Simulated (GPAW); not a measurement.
# Near-edge structure at the Se K edge of zinc-blende (ZnSe)₁₋ₓ(CdSe)ₓ at x = 1

Aim: the Se K edge in zinc-blende (ZnSe)₁₋ₓ(CdSe)ₓ at x = 1, one member of a composition series.

Calculated with GPAW 26.7.0; X-ray absorption from dipole matrix elements to empty bands, plane-wave PAW LDA.

Report form: the programs' logs are mostly left out.

**1. The starting structure**

The structure is cubic, space group F-43m (No. 216). Conventional cell: a = 6.050 Å, b = 6.050 Å, c = 6.050 Å, α = 90.00°, β = 90.00°, γ = 90.00°. Nearest to Cd lie 4 Se at 2.62 Å. Nearest to Se lie 4 Cd at 2.62 Å. 16-atom zinc-blende cell, 8 of 8 Zn sites taken by Cd at random, lattice constants typed for the ends and interpolated (Vegard). Farther neighbours and most contacts between anions are not listed.

Structure file:

```xyz
16
Lattice="0.0000 6.0500 6.0500 6.0500 0.0000 6.0500 6.0500 6.0500 0.0000" Properties=species:S:1:pos:R:3 pbc="T T T"
Cd    0.0000    0.0000    0.0000
Se    1.5125    1.5125    1.5125
Cd    3.0250    3.0250    0.0000
Se    4.5375    4.5375    1.5125
Cd    3.0250    0.0000    3.0250
Se    4.5375    1.5125    4.5375
Cd    6.0500    3.0250    3.0250
Se    7.5625    4.5375    4.5375
Cd    0.0000    3.0250    3.0250
Se    1.5125    4.5375    4.5375
Cd    3.0250    6.0500    3.0250
Se    4.5375    7.5625    4.5375
Cd    3.0250    3.0250    6.0500
Se    4.5375    4.5375    7.5625
Cd    6.0500    6.0500    6.0500
Se    7.5625    7.5625    7.5625
```

**2. The field without a hole**

A plain self-consistent run shows whether there is a gap, which decides the set-up of the core-hole run.

Contents of scf.py:

```python
import numpy as np
from ase import Atoms
from ase.parallel import parprint, paropen
from gpaw import GPAW, PW, FermiDirac, Mixer, MixerDif, setup_paths
from gpaw.test import gen
setup_paths.insert(0, '.')
gen('Se', name='nch1s', xcname='LDA', corehole=(1, 0, 0), write_xml=True)
from gpaw.mpi import world
world.barrier()

atoms = Atoms('CdSeCdSeCdSeCdSeCdSeCdSeCdSeCdSe',
    cell=[[0, 6.05, 6.05],
     [6.05, 0, 6.05],
     [6.05, 6.05, 0]],
    scaled_positions=[[0, 0, 0],
     [0.125, 0.125, 0.125],
     [0, 0, 0.5],
     [0.125, 0.125, 0.625],
     [0, 0.5, 0],
     [0.125, 0.625, 0.125],
     [0, 0.5, 0.5],
     [0.125, 0.625, 0.625],
     [0.5, 0, 0],
     [0.625, 0.125, 0.125],
     [0.5, 0, 0.5],
     [0.625, 0.125, 0.625],
     [0.5, 0.5, 0],
     [0.625, 0.625, 0.125],
     [0.5, 0.5, 0.5],
     [0.625, 0.625, 0.625]],
    pbc=True)
atoms.calc = calc = GPAW(legacy_gpaw=True, mode=PW(400, force_complex_dtype=True), xc='LDA', setups={1: 'nch1s'},
    kpts={'size': (4, 4, 4), 'gamma': True}, occupations=FermiDirac(0.05),
    charge=0, mixer=Mixer(0.1, 5, 50), maxiter=150,
    convergence={'density': 0.0001, 'eigenstates': 1e-6}, txt='scf.txt')
energy = atoms.get_potential_energy() + calc.get_reference_energy()
ef = calc.get_fermi_level()
out = dict(energy=energy, fermi=ef, forces=atoms.get_forces().tolist())
parprint(f'all-electron energy {energy:.4f} eV, Fermi level {ef:.4f} eV')
ev = np.array([[calc.get_eigenvalues(k, s) for k in range(len(calc.get_ibz_k_points()))] for s in range(calc.get_number_of_spins())])
out['homo'], out['lumo'], out['counts'] = ev[ev < ef].max(), ev[ev > ef].min(), sorted(set((ev < ef).sum((0, 2)).tolist()))
out['filled'] = (ev[:, 0] < ef).sum(1).tolist()
import json
with paropen('out.json', 'w') as f:
    json.dump(out, f)
```

Launch:

```
$ OMP_NUM_THREADS=1 mpirun -n 4 gpaw python scf.py
```

Run time: 60 s. Hardware: 4 MPI ranks of Intel Xeon Platinum 8488C (Sapphire Rapids), shared host; peak memory 0.38 GiB.

The mesh shows a gap of 0.35 eV. The excited electron is kept all the same, so that all members of the series, with or without a gap, are treated alike.

**3. Cell without a hole, the energy reference**

The photon energy needs a difference of total energies, so the cell and mesh of the coming hole run are first run without a hole.

scf.py: that of step 2 with these lines changed.

```diff
@@ -32,3 +32,3 @@
 atoms.calc = calc = GPAW(legacy_gpaw=True, mode=PW(400, force_complex_dtype=True), xc='LDA', setups={1: 'nch1s'},
-    kpts={'size': (4, 4, 4), 'gamma': True}, occupations=FermiDirac(0.05),
+    kpts={'size': (3, 3, 3), 'gamma': True}, occupations=FermiDirac(0.02),
     charge=0, mixer=Mixer(0.1, 5, 50), maxiter=150,
```

Wall time 33 s (4 MPI ranks); peak memory 0.28 GiB.

Reference energy: -1744479.891 eV with the cores included.

**4. Spectrum with XCH, Se atom 2**

The holes are 8.6 Å apart. In GPAW the data set carries the hole's charge, so charge=0 means a charged cell and charge=-1 a neutral one. The excited electron is kept in the cell, where it fills the lowest empty states and screens the hole. After the field has converged, empty bands are computed with the density fixed and the dipole matrix elements are summed.

The absorber has 4 Cd at 2.62 Å (tetrahedral).

Contents of xas.py:

```python
import numpy as np
from ase import Atoms
from ase.parallel import parprint, paropen
from gpaw import GPAW, PW, FermiDirac, Mixer, MixerDif, setup_paths
from gpaw.test import gen
setup_paths.insert(0, '.')
gen('Se', name='fch1s', xcname='LDA', corehole=(1, 0, 1), write_xml=True)
from gpaw.mpi import world
world.barrier()

atoms = Atoms('CdSeCdSeCdSeCdSeCdSeCdSeCdSeCdSe',
    cell=[[0, 6.05, 6.05],
     [6.05, 0, 6.05],
     [6.05, 6.05, 0]],
    scaled_positions=[[0, 0, 0],
     [0.125, 0.125, 0.125],
     [0, 0, 0.5],
     [0.125, 0.125, 0.625],
     [0, 0.5, 0],
     [0.125, 0.625, 0.125],
     [0, 0.5, 0.5],
     [0.125, 0.625, 0.625],
     [0.5, 0, 0],
     [0.625, 0.125, 0.125],
     [0.5, 0, 0.5],
     [0.625, 0.125, 0.625],
     [0.5, 0.5, 0],
     [0.625, 0.625, 0.125],
     [0.5, 0.5, 0.5],
     [0.625, 0.625, 0.625]],
    pbc=True)
atoms.calc = calc = GPAW(legacy_gpaw=True, mode=PW(400, force_complex_dtype=True), xc='LDA', setups={1: 'fch1s'},
    kpts={'size': (3, 3, 3), 'gamma': True}, occupations=FermiDirac(0.04),
    charge=-1, mixer=Mixer(0.1, 5, 50), maxiter=150,
    convergence={'density': 0.0001, 'eigenstates': 1e-6}, txt='scf.txt')
energy = atoms.get_potential_energy() + calc.get_reference_energy()
ef = calc.get_fermi_level()
out = dict(energy=energy, fermi=ef, forces=atoms.get_forces().tolist())
parprint(f'all-electron energy {energy:.4f} eV, Fermi level {ef:.4f} eV')
ev = np.array([[calc.get_eigenvalues(k, s) for k in range(len(calc.get_ibz_k_points()))] for s in range(calc.get_number_of_spins())])
out['homo'], out['lumo'], out['counts'] = ev[ev < ef].max(), ev[ev > ef].min(), sorted(set((ev < ef).sum((0, 2)).tolist()))
out['filled'] = (ev[:, 0] < ef).sum(1).tolist()

from ase.units import Ha
from gpaw.xas import dipole_matrix_elements
nb = int(calc.get_number_of_electrons() / 2) + 226
top, nb = nb, nb + 8 + nb // 12
nscf = calc.fixed_density(kpts={'size': (4, 4, 4), 'gamma': True}, nbands=nb,
    convergence={'bands': top, 'eigenstates': 5e-3}, maxiter=60, txt='nscf.txt')
cell = atoms.cell.array
ops = [cell.T @ U.T @ np.linalg.inv(cell.T) for U in nscf.wfs.kd.symmetry.op_scc]
filled = [72]  # bands filled in the ground state, by spin
E = np.arange(-6, 30, 0.1)
fwhm = np.interp(E, [4, 25], [2.33, 3.5])
Y, X, zero, highest = 0, 0, 1e9, 1e9
for spin in range(nscf.get_number_of_spins()):
    wfs = nscf.wfs
    mine = wfs.bd.get_slice()  # this rank's bands
    A = dipole_matrix_elements(wfs.setups[1])
    eps = np.zeros((wfs.kd.nibzkpts, nb))
    d = np.zeros((3, A.shape[1], wfs.kd.nibzkpts, nb), complex)
    for kpt in wfs.kpt_u:
        if kpt.s == spin and 1 in kpt.P_ani:
            eps[kpt.k, mine] = kpt.eps_n * Ha
            d[:, :, kpt.k, mine] = (kpt.weight * wfs.nspins / 2) ** 0.5 * np.inner(A, kpt.P_ani[1])
    world.sum(eps)
    world.sum(d)
    T = np.einsum('amkn,bmkn->abkn', d, d.conj()).real
    T = sum(np.einsum('ai,ijkn,bj->abkn', R, T, R) for R in ops) / len(ops)
    empty = np.ones_like(eps, bool) & (np.arange(nb) >= filled[spin])
    zero, highest = min(zero, eps[empty].min()), min(highest, eps[:, top - 1].min())
    lines = [(eps, T, empty)] if spin == 0 else lines + [(eps, T, empty)]
for eps, T, empty in lines:
    f = np.einsum('aakn->akn', T).reshape(3, -1)
    x = eps.ravel() - zero
    w = np.interp(x, E, fwhm) / 2.35482
    g = np.exp(-0.5 * ((E[:, None] - x) / w) ** 2) / (w * (2 * np.pi) ** 0.5)
    Y = Y + (f * empty.ravel()) @ g.T
    X = X + (f * ~empty.ravel()) @ g.T
out.update(E=E.round(2).tolist(), xas=Y.tolist(), xes=X.tolist(), zero=zero, valid=highest - zero, nk=len(eps), nb=nb)
for i in range(0, len(E), 10):
    parprint(f'{E[i]:7.2f}', *(f'{v:10.3e}' for v in Y[:, i]))
import json
with paropen('out.json', 'w') as f:
    json.dump(out, f)
```

Launch:

```
$ OMP_NUM_THREADS=1 mpirun -n 4 gpaw python xas.py
```

Elapsed: 3.5 min, on 4 MPI ranks; peak memory 0.65 GiB; 14 min of CPU time.

The Se K spectrum, Se atom 2, excited-electron core hole (neutral cell) (energy from the bottom of the conduction band, which holds the excited electron; intensity scaled to a mean of 1 over the first 20 eV):

| E (eV) | intensity |
| --- | --- |
| -2.0 | 0.00 |
| -1.0 | 0.01 |
| 0.0 | 0.08 |
| 1.0 | 0.35 |
| 2.0 | 0.88 |
| 3.0 | 1.38 |
| 4.0 | 1.52 |
| 5.0 | 1.51 |
| 6.0 | 1.57 |
| 7.0 | 1.52 |
| 8.0 | 1.26 |
| 9.0 | 0.94 |
| 10.0 | 0.63 |
| 11.0 | 0.50 |
| 12.0 | 0.62 |
| 13.0 | 0.89 |
| 14.0 | 1.09 |
| 15.0 | 1.13 |
| 16.0 | 1.06 |
| 17.0 | 0.94 |
| 18.0 | 0.83 |
| 19.0 | 0.81 |
| 20.0 | 0.87 |
| 21.0 | 0.94 |
| 22.0 | 0.98 |
| 23.0 | 1.03 |
| 24.0 | 1.05 |
| 25.0 | 1.01 |
| 26.0 | 0.95 |
| 27.0 | 0.95 |
| 28.0 | 1.02 |
| 29.0 | 1.10 |

Main maxima below 29 eV (height): 6.4 eV (1.58), 14.8 eV (1.14) and 23.8 eV (1.05). A K edge sees empty p states on the absorber.

The energy difference (zero at 12672 eV) isn't read as a photon energy: for so heavy an absorber the terms left out (the hole's spin, the functional's error) amount to tens of eV or more.

**5. Summary of results**

```
absorber and edge             : Se K, atom 2 of the ground-state input (counted from 1)
surroundings                  : 4 Cd at 2.62 Å (tetrahedral)
highest intensity below 24 eV : 6.4 eV above the zero, height 1.58
```

What this shows: The Se K edge of atom 2, with 4 Cd at 2.62 Å (tetrahedral), has its highest intensity of the first 24 eV at 6.4 eV above the zero, 1.6 times the mean level of the first 20 eV (Gaussian full width 2.33 eV up to 4 eV, rising linearly to 3.5 eV at 25 eV). The script folds with a Gaussian, whereas the core hole's own line is a Lorentzian, so the onset is too steep and the first peak too high.

[Logs are printed without paths, hosts, clocks, repeated set-up lines and the standing remarks that a program may print on its own settings, such as how far it seeks lower states.]

[Hosts, paths, dates, database ids (printed as entryN), source tags and the programs' standing remarks are cut or masked in the printed files.]

[Lists of maxima count a maximum above −3 eV only where it reaches 4 % of the highest in the window and stands out from its surroundings by 2 % of it (1.5 % where it reaches 55 %); shoulders and weaker maxima are passed over, and of the rest the first, up to two pre-edge ones and the few strongest are named.]
